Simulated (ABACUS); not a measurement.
# Ti (P6_3/mmc) in ABACUS: reference runs, part 2 of 2

ABACUS 3.10.1. Earlier steps stand in the parts before.

## Step 3: Single point, PBE (atoms moved at random, drawn with an rms of 0.05 Å)

The input, INPUT:

```
INPUT_PARAMETERS
suffix              Ti
calculation         scf
basis_type          pw
pseudo_dir          ./
symmetry            1
dft_functional      pbe
ecutwfc             84
pseudo_rcut         10
nspin               1
nbands              16
ks_solver           dav
smearing_method     fd
smearing_sigma      0.00367493
scf_thr             1e-08
scf_nmax            100
mixing_type         broyden
mixing_beta         0.7
cal_force           1
cal_stress          1
kpar                4
```

The input, STRU:

```
ATOMIC_SPECIES
Ti 47.8670 Ti.upf

LATTICE_CONSTANT
1.8897261246

LATTICE_VECTORS
2.9500000000 0.0000000000 0.0000000000
-1.4750000000 2.5547749412 0.0000000000
0.0000000000 0.0000000000 4.6800000000

ATOMIC_POSITIONS
Direct

Ti
0.0
2
0.6861620000 0.3268800000 0.7484870000 1 1 1
0.3379730000 0.6729080000 0.2487300000 1 1 1
```

The input, KPT:

```
K_POINTS
0
Gamma
10 10 6 0 0 0
```

Potentials or basis: PseudoDojo NC SR 0.4.1 PBE standard, plane waves.

Run with:

```
OMP_NUM_THREADS=1 mpirun -np 4 abacus > log
```

running log:

```text
ABACUS v3.10.1

               Atomic-orbital Based Ab-initio Computation at UStc

 ------------------------------------------------------------------------------------

 READING GENERAL INFORMATION
                           global_out_dir = OUT.Ti/
                           global_in_card = INPUT
                               pseudo_dir = ./
                              orbital_dir =
                                    DSIZE = 4
                                    GSIZE = 1

 READING UNITCELL INFORMATION
                                    ntype = 1
                  lattice constant (Bohr) = 1.88973
              lattice constant (Angstrom) = 1

 READING ATOM TYPE 1
                               atom label = Ti
                      L=0, number of zeta = 1
                      L=1, number of zeta = 1
                      L=2, number of zeta = 1
             number of atom for this type = 2

                        TOTAL ATOM NUMBER = 2
DIRECT COORDINATES
    atom                   x                   y                   z     mag                  vx                  vy                  vz
taud_Ti1            0.6861620000        0.3268800000        0.7484870000  0.0000        0.0000000000        0.0000000000        0.0000000000
taud_Ti2            0.3379730000        0.6729080000        0.2487300000  0.0000        0.0000000000        0.0000000000        0.0000000000

                          Volume (Bohr^3) = 238.022
                             Volume (A^3) = 35.2712

 Lattice vectors: (Cartesian coordinate: in unit of a_0)
                +2.95                  +0                  +0
               -1.475            +2.55477                  +0
                   +0                  +0               +4.68
 Reciprocal vectors: (Cartesian coordinate: in unit of 2 pi/a_0)
            +0.338983           +0.195712                  -0
                   -0           +0.391424                  -0
                   +0                  -0           +0.213675
 The esolver type has been set to : ksdft_pw

                PAO radial cut off (Bohr) = 10

 Read in pseudopotential file is Ti.upf
                     pseudopotential type = NC
          exchange-correlation functional = PBE
                 nonlocal core correction = 1
                        valence electrons = 12
                                     lmax = 2
                           number of zeta = 4
                     number of projectors = 6
                           L of projector = 0
                           L of projector = 0
                           L of projector = 1
                           L of projector = 1
                           L of projector = 2
                           L of projector = 2
     initial pseudo atomic orbital number = 20

 SETUP THE ELECTRONS NUMBER
            electron number of element Ti = 12
      total electron number of element Ti = 24
            AUTOSET number of electrons:  = 24
                           occupied bands = 12
                                   NBANDS = 16
                                   NLOCAL = 18

%%%%%%%%%%%%%%%%%%%%%%%%%%%%%%%%%%%%%%%%%%%%%%%%%%%%%%%%%%%%%%%%%%%%%%%%%%%%%%%%%%%%%%%%%%%%%%%%%%%%%%%%%%
 Warning: the number of valence electrons in pseudopotential > 4 for Ti: [Ar] 3d2 4s2
 Pseudopotentials with additional electrons can yield (more) accurate outcomes, but may be less efficient.
 If you're confident that your chosen pseudopotential is appropriate, you can safely ignore this warning.
%%%%%%%%%%%%%%%%%%%%%%%%%%%%%%%%%%%%%%%%%%%%%%%%%%%%%%%%%%%%%%%%%%%%%%%%%%%%%%%%%%%%%%%%%%%%%%%%%%%%%%%%%%

 SETUP THE PLANE WAVE BASIS
 energy cutoff for charge/potential (unit:Ry) = 336
            fft grid for charge/potential = [ 36, 36, 54 ]
                        fft grid division = [ 1, 1, 1 ]
        big fft grid for charge/potential = [ 36, 36, 54 ]
                                     nbxx = 69984
                                     nrxx = 69984
[... 107 lines left out ...]
      30  0.30000000  0.30000000  0.00000000  0.0033      33
[... 274 further k points ...]

                               nkstot now = 304
[... K-POINTS DIRECT COORDINATES: 304 rows ...]

           k-point number in this process = 76
       minimum distributed K point number = 76
[... stars of the k points ...]

[... K-POINTS CARTESIAN COORDINATES: 76 rows ...]

[... K-POINTS DIRECT COORDINATES: 76 rows ...]

 SETUP PLANE WAVES FOR WAVE FUNCTIONS
     energy cutoff for wavefunc (unit:Ry) = 84
              fft grid for wave functions = [ 36, 36, 54 ]
                    number of plane waves = 4355
                         number of sticks = 223

 PARALLEL PW FOR WAVE FUNCTIONS
     PROC   COLUMNS(POT)             PW
        1            223           4355
 --------------- sum -------------------
        1            223           4355

 SETUP NONLOCAL PSEUDOPOTENTIALS IN PLANE WAVE BASIS
 Ti non-local projectors:
 projector 1 L=0
 projector 2 L=0
 projector 3 L=1
 projector 4 L=1
 projector 5 L=2
 projector 6 L=2
      TOTAL NUMBER OF NONLOCAL PROJECTORS = 36

 Init Non-Local PseudoPotential table :
 Init Non-Local-Pseudopotential done.

                                     npwx = 3114

 Make real space PAO into reciprocal space.
       max mesh points in Pseudopotential = 1001
     dq(describe PAO in reciprocal space) = 0.01
                                    max q = 1104

 number of pseudo atomic orbitals for Ti is 4
WARNING: norm of atomic wavefunction # 3 of atomic type Ti is 0.999984, renormalized
WARNING: norm of atomic wavefunction # 4 of atomic type Ti is 0.999619, renormalized

 -------------------------------------------
 SELF-CONSISTENT
 -------------------------------------------
                                 init_chg = atomic

 PW ALGORITHM --------------- ION=   1  ELEC=   1--------------------------------
 Notice: Threshold on eigenvalues was too large.
 hsover_error=0.24 > DRHO=0.0875294
 Origin diag ethr = 0.01
 New diag ethr = 0.000364706

 Density error is 0.0872038206179
                          Error Threshold = 0.000364706014077
----------------------------------------------------------
     Energy           Rydberg                 eV
----------------------------------------------------------
 E_KohnSham     -237.3932281511      -3229.9005694685
 E_Harris       -240.6164013887      -3273.7540911419
 E_Fermi        1.0053937915         13.6790842981
----------------------------------------------------------
[... 75 lines left out ...]
 Density error is 9.11149539224e-09
                          Error Threshold = 2.66727056273e-10
----------------------------------------------------------
     Energy           Rydberg                 eV
----------------------------------------------------------
 E_KohnSham     -237.4210504042      -3230.2791106429
 E_KS(sigma->0) -237.4203162897      -3230.2691225018
 E_Harris       -237.4221043391      -3230.2934501618
 E_band         -23.5640256445       -320.6050165833
 E_one_elec     -82.3028306881       -1119.7874588872
 E_Hartree      48.8338011745        664.4179509727
 E_xc           -34.8751744124       -474.5010907525
 E_Ewald        -169.0753782491      -2300.3885356936
 E_entropy(-TS) -0.0014682291        -0.0199762823
 E_descf        0.0000000000         0.0000000000
 E_exx          0.0000000000         0.0000000000
 E_Fermi        0.9672475881         13.1600785745
----------------------------------------------------------

 charge density convergence is achieved
 final etot is -3230.2791106 eV
 EFERMI = 13.160078574 eV

 STATE ENERGY(eV) AND OCCUPATIONS    NSPIN == 1
 1/76 kpoint (Cartesian) = 0.0000 0.0000 0.0000 (3067 pws)
       1       -43.6853     0.00333333
       2       -43.5559     0.00333333
       3       -20.2754     0.00333333
       4       -19.6695     0.00333333
       5       -19.6502     0.00333333
       6       -19.5982     0.00333333
[... 8 lines left out ...]
      15        14.4165    4.06772e-14
      16        14.4763    1.23102e-14
[... 76 lines left out ...]
       3       -20.1116     0.00333333
       4       -19.9998     0.00333333
       5       -19.9640     0.00333333
       6       -19.7934     0.00333333
[... 8 lines left out ...]
      15        14.2813    6.08353e-13
      16        16.4545    8.09192e-32

[... levels at 70 further k points ...]

------------------------------------------------------------------------------------------
 TOTAL-FORCE (eV/Angstrom)
------------------------------------------------------------------------------------------
                       Ti1        -0.0956893754         0.0493121581         0.0042532795
                       Ti2         0.0956893754        -0.0493121581        -0.0042532795
------------------------------------------------------------------------------------------

----------------------------------------------------------------
 TOTAL-STRESS (KBAR)
----------------------------------------------------------------
       -16.6342642219         7.1823647597        -0.0153790456
         7.1823647597        -9.2351387576         0.0078182646
        -0.0153790456         0.0078182646       -15.9248374345
----------------------------------------------------------------
 TOTAL-PRESSURE: -13.931413 KBAR

 --------------------------------------------
 !FINAL_ETOT_IS -3230.2791106429262982 eV
 --------------------------------------------
```

It took 57 s on 4 MPI ranks of Intel Xeon 6975P-C (Granite Rapids), shared host; peak memory 0.56 GiB.

What came out:

```yaml
Free_energy: -3230.2791 eV
Pressure: -1.4 GPa
Largest_force: 0.108 eV/Å
Band_gap_on_the_k_mesh: none (metal or under the smearing width)
```

Forces in eV/Å, atoms in the order of the input:
```
Ti  -0.096  0.049  0.004
Ti   0.096 -0.049 -0.004
```

Stress tensor (GPa, compression positive):
```
-1.66  0.72  0.00
 0.72 -0.92  0.00
 0.00  0.00 -1.59
```
